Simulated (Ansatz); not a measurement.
# GaCuSe2: equilibrium volume by level of theory

```yaml
crystal:
  lattice:
    - [-2.80955, 2.80955, 5.51300]
    - [2.80955, -2.80955, 5.51300]
    - [2.80955, 2.80955, -5.51300]
  atoms:
    - { symbol: Se, position: [0.12562, 0.62500, 0.00062] }
    - { symbol: Se, position: [0.87500, 0.87438, 0.49938] }
    - { symbol: Se, position: [0.62438, 0.12500, 0.99938] }
    - { symbol: Se, position: [0.37500, 0.37562, 0.50062] }
    - { symbol: Ga, position: [0.25000, 0.75000, 0.50000] }
    - { symbol: Ga, position: [0.50000, 0.50000, 0.00000] }
    - { symbol: Cu, position: [0.75000, 0.25000, 0.50000] }
    - { symbol: Cu, position: [0.00000, 0.00000, 0.00000] }
```

| rung | level | program and potentials | cutoff (eV) | k mesh | smearing | core time | chip | equilibrium volume (Å³/atom) | notes |
| --- | --- | --- | --- | --- | --- | --- | --- | --- | --- |
| GGA | PBEsol | Ansatz, Ansatz PAW | 420 | 7 × 7 × 7 | fermi-dirac 0.05 | 4.1 min | Intel Xeon Platinum 8375C Ice Lake | 21.47 | potentials made for PBE, which Ansatz adapts in part |
| GGA | PBE | Ansatz, Ansatz PAW | 420 | 7 × 7 × 7 | fermi-dirac 0.05 | 4.3 min | Intel Xeon Platinum 8375C Ice Lake | 22.65 | - |
| LDA | LDA | Ansatz, Ansatz PAW | 420 | 7 × 7 × 7 | fermi-dirac 0.05 | 4.8 min | Intel Xeon Platinum 8375C Ice Lake | 20.78 | potentials made for PBE, which Ansatz adapts in part |
| meta-GGA | r2SCAN | Ansatz, Ansatz PAW | 500 | 7 × 7 × 7 | fermi-dirac 0.05 | 8.6 min | Arm Neoverse V2 | 21.81 | potentials made for PBE, which Ansatz adapts in part |

Times are single runs on shared hosts and different chips, so they are rough; meshes, cutoffs and the tasks' sizes weigh on the time. Task: relaxation of cell and atoms. All rows: no spin polarisation. Smearing widths are in eV. Meshes are those of the run's cell of 8 atoms unless a note names another. Relaxations start from the cell shown or near it and stop with a little pressure left. Runs on faulty files, with rough fits or with known faults for this quantity aren't shown. No row holds spin-orbit coupling.

By rung: LDA 20.78; GGA 21.47 to 22.65; meta-GGA 21.81 (Å³/atom).
